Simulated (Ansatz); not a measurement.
# Be: settings compared (Ansatz)

Input:

```yaml
crystal:
  lattice:
    - [-1.273972, 1.273972, 1.273972]
    - [1.273972, -1.273972, 1.273972]
    - [1.273972, 1.273972, -1.273972]
  atoms:
    - { symbol: Be, position: [0.0, 0.0, 0.0] }
  symmetry: { tolerance: 0.0003 }
kpoints:
  mp_grid: { grid: [10, 10, 10], shift: [0, 0, 0] }
magnetization:
  spin_polarized: false
scf:
  occupations: { method: fermi_dirac }
hamiltonian:
  pseudopotentials: { kind: paw }
  xc: pbe
basis:
  ecutwfc: 420
output:
  forces: true
  stress: true
  eigenvalues: true
```

The command:

```bash
ansatz run input.yaml --threads 1 --pin off --max-ram 2560MiB --backend cpu --events-out ev --progress --plain --runs-dir out
```

Origin of the cell: a known structure type with other elements, at an estimated volume, so it need not be a known compound.

The smearing width isn't typed, so it takes its default of 0.1 eV.

Output of this run (shortened):

```
SCF iter   1: F=—  HF=-92.647657 eV  Δρ=4.45e-4  dr2=4.84e-6
SCF iter   2: F=—  HF=-92.647690 eV  Δρ=2.26e-4  dr2=1.29e-6
SCF iter   3: F=-92.647678 eV  HF=-92.647678 eV  Δρ=5.31e-6  dr2=9.56e-10
SCF iter   4: F=-92.647678 eV  HF=-92.647678 eV  Δρ=1.91e-6  dr2=9.51e-11
SCF iter   5: F=-92.647678 eV  HF=-92.647678 eV  Δρ=1.32e-7  dr2=3.99e-13
SCF iter   6: F=-92.647678 eV  HF=-92.647678 eV  Δρ=3.61e-8  dr2=3.19e-14
SCF 1 converged in 6 iterations: F = -92.647678 eV  dr2 = 3.19e-14
SCF converged after 6 iterations
Free energy (F): -92.647678 eV
Harris-Foulkes:  -92.647678 eV  (|F-HF|=1.42e-14)
Internal energy: -92.642694 eV  (E = F + TS)
E sigma→0 (E₀):  -92.645186 eV
Entropy (-TS):   -0.004983 eV (-4.983 meV/atom)
Fermi energy:    8.420815 eV
--- Per-component energies (eV) ---
  E_band       = 5.686775
  E_kinetic    = 20.566084
  E_local      = 2.786818  (includes V_loc(G=0)·N_el)
  E_nonlocal   = 4.193448
  E_hartree    = 0.016391
  E_xc         = -19.565860
  E_vxc        = -20.526529  (∫ρ·V_xc dr)
  E_paw        = -59.505490  (= ΣΔE_a)
  E_vpaw       = -1.365827  (= ΣTr[D̂ρ^β])
  E_aug_tail   = -0.000001  (compensation charges beyond the density's cutoff)
  E_ewald      = -41.134084
  E_smearing   = -0.004983  (= −TS)
  Σ components = -92.647678   (vs F -92.647678, Δ=0.00e0)
--- Forces (eV/Å), atoms counted from 1 ---
  atom   1  Be     0.000000     0.000000     0.000000
  max |Σ_I F_I| component: 0.0 eV/Å
--- Stress (GPa, compression-positive) ---
       -6.194292      -0.000000      -0.000000
       -0.000000      -6.194292      -0.000000
        0.000000       0.000000      -6.194292
  P = ⅓ Tr σ = -6.1943 GPa (-61.943 kbar)
```

The same input was run again with these changes:

1. `scf.algorithm` default → density_mixing
2. `scf.eigensolver.kind` default → davidson; `basis.precision` default → f64; `crystal.symmetry` { tolerance: 0.0003 } → { detect: false }
3. `scf.convergence.dr2_threshold` default → 1.0e-08; `basis.ecutrho_ratio` default → 8; `basis.xc_grid` default → 4
4. `scf.algorithm` default → direct_min; `basis.ecutwfc` 420 → "44.1 Ry"; `accuracy` default → low

| run | end | SCF iterations | P (GPa) | max force component (eV/Å) | gap on mesh (eV) | moment (μB) | ΔE(σ→0) (meV/atom) |
| --- | --- | --- | --- | --- | --- | --- | --- |
| base | converged | 6 | -6.19 | 0.000 | none | – | 0 |
| 1 | converged | 6 | -6.19 | 0.000 | none | – | 0.00 |
| 2 | converged | 6 | -6.19 | 0.000 | none | – | 0.00 |
| 3 | converged | 6 | -6.19 | 0.000 | none | – | 0.00 |
| 4 | converged | 2 | -6.19 | 0.000 | none | – | -0.24 |

Energies are compared only where functional, datasets, charge and starting cell are the same.

Caveats of the base run: the k mesh is coarse if the cell is a metal.
